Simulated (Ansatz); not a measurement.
# TiAl3: the cost of one run

All numbers are computed with the Python package of Ansatz 0.2.0. Level of theory: DFT r2SCAN, plane waves, PAW.

**1. The structure**

It takes space group Pm-3m (No. 221, cubic). Conventional cell: a = 3.956 Å, b = 3.956 Å, c = 3.956 Å, α = 90.00°, β = 90.00°, γ = 90.00°. Ti (site symmetry m-3m) is surrounded by 12 Al at 2.80 Å. Around Al (site symmetry 4/mmm) lie 4 Ti at 2.80 Å and 8 Al at 2.80 Å.

No structure file is read: the coordinates are typed or built in the script.

**2. The code**

smear_tial3.py reads:

```python
"""Smearing width test for TiAl3."""

import ansatz as az
import matplotlib.pyplot as plt
from pymatgen.core import Lattice, Structure
from pymatgen.io.ase import AseAtomsAdaptor


def main() -> None:
    pmg_structure = Structure(
        Lattice([(3.955671, 0.0, 0.0), (0.0, 3.955671, 0.0), (0.0, 0.0, 3.955671)]),
        ["Ti", "Al", "Al", "Al"],
        [
            (0.0, 0.0, 0.0),
            (0.5, 0.5, 0.0),
            (0.5, 0.0, 0.5),
            (0.0, 0.5, 0.5),
        ],
    )
    crystal = az.Crystal.from_ase(AseAtomsAdaptor.get_atoms(pmg_structure))

    calculation = (
        crystal.calculation()
        .functional(az.Functional.R2SCAN)
        .basis(37 * az.Ry)
        .kpoints(mesh=(7, 7, 7), center="gamma")
    )

    rows = []
    for value in [0.3, 0.2, 0.1, 0.05]:
        data = calculation.occupations("cold", width=value).run().report
        rows.append((value, data["free_energy_ev"] / len(data["lattice"]["sites"]), data["n_iterations"], data["n_kpoints"]))

    print("  width (eV)   F/atom (eV)    iterations      k-points")
    for row in rows:
        print(f"{str(row[0]):>12s}  {row[1]:12.5f}  {row[2]:12d}  {row[3]:12d}")

    # differences from the last row
    for row in rows[:-1]:
        shift = 1000 * (row[1] - rows[-1][1])
        print(f"{row[0]}: {shift:+.2f} meV/atom" + ("  (within 2 meV)" if abs(shift) < 2 else ""))
    plt.figure(figsize=(4.5, 3))
    plt.plot([str(row[0]) for row in rows], [1000 * (row[1] - rows[-1][1]) for row in rows], "o-")
    plt.xlabel("width (eV)")
    plt.ylabel("F - F(last) (meV/atom)")
    plt.tight_layout()
    plt.savefig("smear.png", dpi=100)


if __name__ == "__main__":
    main()
```

**3. The run**

Run with:

```console
$ python smear_tial3.py
```

What time and memory should one allow on 1 thread of Arm Neoverse V1, shared host?

About 13 s, with a peak of 0.54 GiB.
